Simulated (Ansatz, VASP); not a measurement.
# Two plane-wave programs on GaSb

Contents of INCAR:

```
SYSTEM = GaSb
  PREC = Accurate
  ENCUT = 520
  EDIFF = 1E-6
  ISMEAR = -1
  SIGMA = 0.02
  LREAL = .FALSE.
  LASPH = .TRUE.
  NELM = 60
  ALGO = Normal
  ISIF = 2
  LWAVE = .FALSE.
  LCHARG = .FALSE.
  GGA = PE
  NBANDS = 16
```

Contents of KPOINTS:

```
regular mesh
0
G
  8 8 8
  0 0 0
```

The input POSCAR:

```
GaSb
1.0
    0.0000000000      3.1661330359      3.1661330359
    3.1661330359      0.0000000000      3.1661330359
    3.1661330359      3.1661330359      0.0000000000
Ga Sb
1 1
Direct
    0.0000000000      0.0000000000      0.0000000000
    0.2500000000      0.2500000000      0.2500000000
```

Input for Ansatz:

```yaml
crystal:
  lattice:
    - [0.0, 3.1661330359, 3.1661330359]
    - [3.1661330359, 0.0, 3.1661330359]
    - [3.1661330359, 3.1661330359, 0.0]
  atoms:
    - { symbol: Ga, position: [0.0, 0.0, 0.0] }
    - { symbol: Sb, position: [0.25, 0.25, 0.25] }
kpoints:
  mp_grid: { grid: [8, 8, 8] }
  band_path:
    path:
      - [0.0, 0.0, 0.0]
      - [-0.5, -0.5, 0.0]
      - [-0.375, -0.375, 0.25]
      - [-0.375, 0.0, 0.375]
      - [0.0, 0.0, 0.5]
      - [-0.5, -0.25, 0.25]
    npoints: 1
hamiltonian:
  xc: pbe
scf:
  occupations: { method: fermi_dirac, width: 0.02 }
  n_extra_bands: 4
output:
  forces: true
  stress: true
  eigenvalues: true
```

Change from the starting cell: hydrostatic strain +3.3%.

Alike in both runs: task single point; functional PBE; k mesh 8 × 8 × 8; occupations fermi-dirac, width 0.02 eV; no spin polarisation.

```csv
,VASP,Ansatz
version,VASP 6.6.1,Ansatz 0.2.0
potentials or method,"VASP PAW PBE potentials, release 64 (Ga_d, Sb)","plane waves, PAW"
plane-wave cutoff (eV),520,420
valence electrons in the cell,18,28
```

```tsv
	VASP	Ansatz	Ansatz less VASP
pressure (GPa)	-2.1	-2.2	-0.06
```

With one functional, cell and mesh, what is left measures potentials, basis and numerics. The two sets of potentials don't hold the same shells in valence.

Spin-orbit coupling is left out, which matters for the levels of Sb.
